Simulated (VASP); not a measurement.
# CaF2 (Fm-3m) in VASP: Born charges and dielectric tensor with PBE

Aim: the Born charges and dielectric tensor of CaF2 with PBE.

All numbers are computed with VASP 6.6.1; they aren't measurements. Logs are shortened: lines on timing, memory, paths and dates and some standing lists are left out, and cuts for length are marked.

## (1) The crystal as given

The structure is cubic, space group Fm-3m (No. 225). The conventional cell has a = 5.511 Å, b = 5.511 Å, c = 5.511 Å, α = 90.00°, β = 90.00°, γ = 90.00°. Ca (site symmetry m-3m) has 8 F at 2.39 Å as nearest neighbours. F (site symmetry -43m) has 4 Ca at 2.39 Å as nearest neighbours.

## (2) Born charges and dielectric tensor, PBE

Contents of INCAR:

```
PREC = Accurate ; ENCUT = 520
EDIFF = 1E-8 ; ISMEAR = 0
SIGMA = 0.02 ; LREAL = False
LASPH = True ; NELM = 100
ALGO = Fast ; ISIF = 2
LWAVE = False ; LCHARG = False
GGA = PE ; LEPSILON = True
IBRION = 8 ; NSW = 1
```

Contents of KPOINTS:

```
Automatic mesh
0
Gamma
  8 8 8
```

Contents of POSCAR:

```
CaF2
1.0
    0.0000000000      2.7554730000      2.7554730000
    2.7554730000      0.0000000000      2.7554730000
    2.7554730000      2.7554730000      0.0000000000
Ca F
1 2
Direct
    0.0000000000      0.0000000000      0.0000000000
    0.2500000000      0.2500000000      0.2500000000
    0.7500000000      0.7500000000      0.7500000000
```

Potentials or basis: VASP PAW PBE potentials, release 64 (Ca_sv, F).

Started as:

```console
$ cat potpaw_PBE.64/Ca_sv/POTCAR potpaw_PBE.64/F/POTCAR > POTCAR
$ mpirun -np 1 vasp_std > vasp.out
```

OUTCAR:

```text
PREC = Accurate
   ENCUT = 520
   EDIFF = 1E-8
   ISMEAR = 0
   LREAL = False
   LASPH = True
   NELM = 100
   ISIF = 2
   GGA = PE
   LEPSILON = True
   IBRION = 8
   NSW = 1

 ion  position               nearest neighbor table
   1  0.000  0.000  0.000-   3 2.39   3 2.39   3 2.39   2 2.39   2 2.39   2 2.39   3 2.39   2 2.39

   2  0.250  0.250  0.250-   1 2.39   1 2.39   1 2.39   1 2.39
   3  0.750  0.750  0.750-   1 2.39   1 2.39   1 2.39   1 2.39

  LATTYP: Found a face centered cubic cell.
 ALAT       =     5.5109460000

  Lattice vectors:

 A1 = (   0.0000000000,   2.7554730000,   2.7554730000)
 A2 = (   2.7554730000,   0.0000000000,   2.7554730000)
 A3 = (   2.7554730000,   2.7554730000,   0.0000000000)

Analysis of symmetry for initial positions (statically):
=====================================================================
 Subroutine PRICEL returns:
 Original cell was already a primitive cell.

 Routine SETGRP: Setting up the symmetry group for a
 face centered cubic supercell.

 Subroutine GETGRP returns: Found 48 space group operations
 (whereof 48 operations were pure point group operations)
 out of a pool of 48 trial point group operations.

The static configuration has the point symmetry O_h .

Analysis of symmetry for dynamics (positions and initial velocities):
=====================================================================
 Subroutine PRICEL returns:
 Original cell was already a primitive cell.

 Routine SETGRP: Setting up the symmetry group for a
 face centered cubic supercell.

 Subroutine GETGRP returns: Found 48 space group operations
 (whereof 48 operations were pure point group operations)
 out of a pool of 48 trial point group operations.

The dynamic configuration has the point symmetry O_h .

 Subroutine INISYM returns: Found 48 space group operations
 (whereof 48 operations are pure point group operations),
 and found     1 'primitive' translations

----------------------------------------------------------------------------------------

                                     Primitive cell

  volume of cell :      41.8426

  direct lattice vectors                    reciprocal lattice vectors
     0.000000000  2.755473000  2.755473000    -0.181457049  0.181457049  0.181457049
     2.755473000  0.000000000  2.755473000     0.181457049 -0.181457049  0.181457049
     2.755473000  2.755473000  0.000000000     0.181457049  0.181457049 -0.181457049

  length of vectors
     3.896827287  3.896827287  3.896827287     0.314292829  0.314292829  0.314292829

  position of ions in fractional coordinates (direct lattice)
     0.000000000  0.000000000  0.000000000
     0.250000000  0.250000000  0.250000000
     0.750000000  0.750000000  0.750000000

  ion indices of the primitive-cell ions
   primitive index   ion index
                 1           1
                 2           2
                 3           3

----------------------------------------------------------------------------------------

 KPOINTS: Automatic mesh

Automatic generation of k-mesh.
 Grid dimensions read from file:
 generate k-points for:    8    8    8

 Generating k-lattice:

  Cartesian coordinates                     Fractional coordinates (reciprocal lattice)
    -0.022682131  0.022682131  0.022682131     0.125000000  0.000000000  0.000000000
     0.022682131 -0.022682131  0.022682131     0.000000000  0.125000000  0.000000000
     0.022682131  0.022682131 -0.022682131     0.000000000  0.000000000  0.125000000

  Length of vectors
     0.039286604  0.039286604  0.039286604

  Shift w.r.t. Gamma in fractional coordinates (k-lattice)
     0.000000000  0.000000000  0.000000000

 Subroutine IBZKPT returns following result:
 ===========================================

 Found     29 irreducible k-points:

[... 578 lines left out ...]

  FREE ENERGIE OF THE ION-ELECTRON SYSTEM (eV)
  ---------------------------------------------------
  free  energy   TOTEN  =       -17.3403019868 eV

  energy  without entropy=      -17.3403019868  energy(sigma->0) =      -17.34030199

 HEAD OF MICROSCOPIC STATIC DIELECTRIC TENSOR (INDEPENDENT PARTICLE, excluding Hartree and local field effects)
 ------------------------------------------------------
           2.339459    -0.000000     0.000000
           0.000000     2.339459    -0.000000
          -0.000000    -0.000000     2.339459
 ------------------------------------------------------

 Free energy of the ion-electron system (eV)
  ---------------------------------------------------
  ---------------------------------------------------
  free energy    TOTEN  =        -0.15838987 eV

  energy without entropy =       -0.15838987

------------------------ aborting loop because EDIFF is reached ----------------------------------------

--------------------------------------- Ionic step        2  -------------------------------------------

------------------------ aborting loop because EDIFF is reached ----------------------------------------

--------------------------------------- Ionic step        3  -------------------------------------------

------------------------ aborting loop because EDIFF is reached ----------------------------------------

 PIEZOELECTRIC TENSOR FIELD DIRECTION 3  (e Angst)
 -----------------------------------------------------------------------------
     0.00009  0.00000  0.00000           (  0.00000  0.00000  0.00000)
     0.00000  0.00009 -0.00000           (  0.00000  0.00000  0.00000)
     0.00000  0.00000 -0.00003           (  0.00000  0.00000 -0.00001)

 PIEZOELECTRIC TENSOR FIELD DIRECTION 3  (C/m^2)
 -----------------------------------------------------------------------------
     0.00004  0.00000  0.00000
     0.00000  0.00004 -0.00000
     0.00000  0.00000 -0.00001

--------------------------------------- Ionic step        4  -------------------------------------------

------------------------ aborting loop because EDIFF is reached ----------------------------------------

[... ionic steps 5 to 6 ...]

--------------------------------------- Ionic step        7  -------------------------------------------

 Free energy of the ion-electron system (eV)
  ---------------------------------------------------
  ---------------------------------------------------
  free energy    TOTEN  =        -0.53660259 eV

  energy without entropy =       -0.53660259

------------------------ aborting loop because EDIFF is reached ----------------------------------------

 INTERNAL STRAIN TENSOR  FOR ION    2  DIRECTION 1   (eV/Angst):
 -----------------------------------------------------------------------------
    -0.00556  0.00000  0.00000
     0.00000  0.00141 -2.17176
     0.00000 -2.17176  0.00141

 MACROSCOPIC STATIC DIELECTRIC TENSOR (including local field effects in DFT)
 ------------------------------------------------------
           2.255661     0.000000    -0.000000
           0.000000     2.255661     0.000000
           0.000000     0.000000     2.255661
 ------------------------------------------------------

 PIEZOELECTRIC TENSOR (including local field effects)  for field in x, y, z        (e  Angst)
          XX          YY          ZZ          XY          YZ          ZX
  --------------------------------------------------------------------------------
  x     0.00000     0.00000     0.00000     0.00000     0.00000     0.00000
  y     0.00000     0.00000     0.00000     0.00000     0.00000     0.00000
  z     0.00000     0.00000     0.00000     0.00000     0.00000     0.00000

 PIEZOELECTRIC TENSOR (including local field effects)  for field in x, y, z        (C/m^2)
          XX          YY          ZZ          XY          YZ          ZX
  --------------------------------------------------------------------------------
  x     0.00000     0.00000     0.00000     0.00000     0.00000     0.00000
  y     0.00000     0.00000     0.00000     0.00000     0.00000     0.00000
  z     0.00000     0.00000     0.00000     0.00000     0.00000     0.00000

 BORN EFFECTIVE CHARGES (including local field effects) (in |e|, cummulative output)
 ---------------------------------------------------------------------------------
 ion    1
    1     2.36096     0.00000     0.00000
    2     0.00000     2.36096     0.00000
    3     0.00000     0.00000     2.36096
 ion    2
    1    -1.18048     0.00000     0.00000
    2     0.00000    -1.18048     0.00000
    3     0.00000     0.00000    -1.18048
 ion    3
    1    -1.18048     0.00000     0.00000
    2     0.00000    -1.18048     0.00000
    3     0.00000     0.00000    -1.18048

 INTERNAL STRAIN TENSOR FOR ION    3 for displacements in x,y,z  (eV/Angst):
          X           Y           Z          XY          YZ          ZX
  --------------------------------------------------------------------------------
  x     0.00000     0.00000     0.00000     0.00000     2.17176     0.00000
  y    -0.00000     0.00000    -0.00000     0.00000     0.00000     2.17176
  z     0.00000     0.00000     0.00000     2.17176     0.00000     0.00000

 SECOND DERIVATIVES (NOT SYMMETRIZED)
 ------------------------------------
               1X          1Y          1Z          2X          2Y          2Z          3X          3Y          3Z
  1X    -3.976453    0.000000    0.000000    1.988226    0.000000    0.000000    1.988226    0.000000    0.000000
  1Y     0.000000   -3.976453    0.000000    0.000000    1.988226    0.000000    0.000000    1.988226    0.000000
  1Z     0.000000    0.000000   -3.976453    0.000000    0.000000    1.988226    0.000000    0.000000    1.988226
  2X     1.986532    0.000000    0.000000   -4.307585   -0.000000   -0.000000    2.321053    0.000000    0.000000
  2Y     0.000000    1.986532    0.000000   -0.000000   -4.307585    0.000000    0.000000    2.321053   -0.000000
  2Z     0.000000    0.000000    1.986532   -0.000000    0.000000   -4.307585    0.000000   -0.000000    2.321053
  3X     1.986532    0.000000    0.000000    2.321053    0.000000    0.000000   -4.307585   -0.000000   -0.000000
  3Y     0.000000    1.986532    0.000000    0.000000    2.321053   -0.000000   -0.000000   -4.307585    0.000000
  3Z     0.000000    0.000000    1.986532    0.000000   -0.000000    2.321053   -0.000000    0.000000   -4.307585

 Eigenvectors and eigenvalues of the dynamical matrix
 ----------------------------------------------------

   1 f  =    9.234405 THz    58.021478 2PiTHz  308.026594 cm-1    38.190413 meV
             X         Y         Z           dx          dy          dz
      0.000000  0.000000  0.000000     0.000000    0.000000   -0.000000
      1.377736  1.377736  1.377736    -0.403158   -0.577704    0.061004
      4.133209  4.133209  4.133209     0.403158    0.577704   -0.061004
[... 43 lines left out ...]
   9 f/i=    0.001504 THz     0.009447 2PiTHz    0.050153 cm-1     0.006218 meV
             X         Y         Z           dx          dy          dz
      0.000000  0.000000  0.000000    -0.443746    0.561705    0.026410
      1.377736  1.377736  1.377736    -0.305647    0.386896    0.018191
      4.133209  4.133209  4.133209    -0.305647    0.386896    0.018191

--------------------------------------------------------------------------------------------------------

 MACROSCOPIC STATIC DIELECTRIC TENSOR IONIC CONTRIBUTION
 ------------------------------------------------------
           6.063891    -0.000000    -0.000000
          -0.000000     6.063891     0.000000
          -0.000000     0.000000     6.063891
 ------------------------------------------------------

 ELASTIC MODULI CONTR FROM IONIC RELAXATION (kBar)
 Direction    XX          YY          ZZ          XY          YZ          ZX
 --------------------------------------------------------------------------------
 XX          -0.0000     -0.0000     -0.0000     -0.0000     -0.0000      0.0000
 YY          -0.0000     -0.0000     -0.0000     -0.0000     -0.0000      0.0000
 ZZ          -0.0000     -0.0000     -0.0000      0.0000     -0.0000      0.0000
 XY          -0.0000     -0.0000      0.0000    -54.4908      0.0000     -0.0000
 YZ          -0.0000     -0.0000     -0.0000      0.0000    -54.4908      0.0000
 ZX           0.0000      0.0000      0.0000     -0.0000      0.0000    -54.4908
 --------------------------------------------------------------------------------

 PIEZOELECTRIC TENSOR IONIC CONTR  for field in x, y, z        (C/m^2)
          XX          YY          ZZ          XY          YZ          ZX
  --------------------------------------------------------------------------------
  x    -0.00000     0.00000     0.00000    -0.00000     0.00000     0.00000
  y    -0.00000    -0.00000    -0.00000    -0.00000    -0.00000     0.00000
  z     0.00000     0.00000     0.00000     0.00000     0.00000     0.00000
```

Run time: 13 min. Hardware: 1 thread of Intel Xeon Platinum 8259CL at 2.50GHz (Skylake/Cascade Lake), shared host; peak memory 0.35 GiB.

What came out:

```
Band gap on the k mesh                                  : 7.12 eV, indirect (least direct gap 7.37 eV)
Electronic dielectric tensor (diagonal)                 : 2.26
Born charges (mean of the diagonal)                     : Ca +2.36; F -1.18 e
Highest phonon frequency at Γ, LO-TO splitting left out : 308 cm⁻¹
```

Phonon frequencies in cm⁻¹ (negative: imaginary):
| q point | frequencies |
| --- | --- |
| (0.000, 0.000, 0.000) | 0 0 0 235 235 235 308 308 308 |

Electronic dielectric tensor:
```
2.26 0.00 0.00
0.00 2.26 0.00
0.00 0.00 2.26
```

Born effective charge tensors (e):
atom 1, Ca
```
2.36 0.00 0.00
0.00 2.36 0.00
0.00 0.00 2.36
```
atom 2, F
```
-1.18  0.00  0.00
 0.00 -1.18  0.00
 0.00  0.00 -1.18
```
atom 3, F
```
-1.18  0.00  0.00
 0.00 -1.18  0.00
 0.00  0.00 -1.18
```
